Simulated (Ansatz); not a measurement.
Wanted: the native input for an Ansatz 0.2.0 run.

* Task: relaxation of cell and atoms
* Functional: revPBE
* Potentials or basis: Ansatz PAW
* Cutoff: 420 eV (not typed: the program's choice for these potentials)
* k mesh: 8 × 8 × 5
* Occupations: fermi-dirac, width 0.05 eV
* Spin: no spin polarisation

The system is HfO2.

```
Hf O
1.0
     3.55802    0.00000    0.00000
     0.00000    3.55802    0.00000
     0.00000    0.00000    5.17186
Hf O
2 4
Direct
  0.00000 0.00000 0.00000
  0.50000 0.50000 0.50000
  0.00000 0.50000 0.19721
  0.50000 0.00000 0.30279
  0.50000 0.00000 0.80279
  0.00000 0.50000 0.69721
```

Measurements of this composition are mostly on another form, of space group No. 14.

One way to write it, as run:

input.yaml

```yaml
crystal:
  lattice:
    - [3.55801933, 0.0, 0.0]
    - [0.0, 3.55801933, 0.0]
    - [0.0, 0.0, 5.17186121]
  atoms:
    - { symbol: Hf, position: [0.0, 0.0, 0.0] }
    - { symbol: Hf, position: [0.5, 0.5, 0.5] }
    - { symbol: O, position: [0.0, 0.5, 0.19720788] }
    - { symbol: O, position: [0.5, 0.0, 0.30279212] }
    - { symbol: O, position: [0.5, 0.0, 0.80279212] }
    - { symbol: O, position: [0.0, 0.5, 0.69720788] }
hamiltonian:
  xc: revpbe
  pseudopotentials: { kind: paw }
kpoints:
  mp_grid: { grid: [8, 8, 5] }
scf:
  occupations: { method: fermi_dirac, width: 0.05 }
output:
  forces: true
  stress: true
  write_density: true
  write_potential: true
  elf: true
  volumetric_format: npy
relax:
  f_tol: 0.01
  max_steps: 40
  cell: { stress_tol: 0.05 }
```

Potentials or basis: Ansatz PAW.

Run with:

```sh
$ ansatz run input.yaml --threads 2 --pin off --max-ram 5632MiB --backend cpu --events-out ev --progress --plain --runs-dir out
```

It gave:

```
Relaxed volume                         : 11.64 Å³/atom
Relaxed cell                           : a = 3.623 Å, b = 3.623 Å, c = 5.321 Å, α = 90.00°, β = 90.00°, γ = 90.00°
Space group after relaxing (to 0.05 Å) : P4_2/nmc (No. 137)
Energy gained by relaxing              : 27.0 meV/atom
Ionic steps                            : 9
Pressure after relaxing                : 0.0 GPa
Band gap on the k mesh                 : 4.73 eV, indirect (least direct gap 4.78 eV)
```

Caveat: odd divisions of the mesh miss points on the zone boundary, where band edges often lie, so the gap on the mesh can be too wide; the plane-wave basis is chosen anew once the cell has moved, so the energies of steps on either side of that aren't comparable; the pressure holds a Pulay correction of +0.7 GPa for the finite cutoff; spin-orbit coupling is left out, which moves the levels of the heavy elements; the PAW data sets come from PBE, with cores solved anew for the run's functional, which leaves a small shift of forces and pressure.

Wall time 13 s on 2 threads of AMD EPYC 9R45 96-Core Processor (Zen 5), with other jobs on the host, peak memory 0.47 GiB.
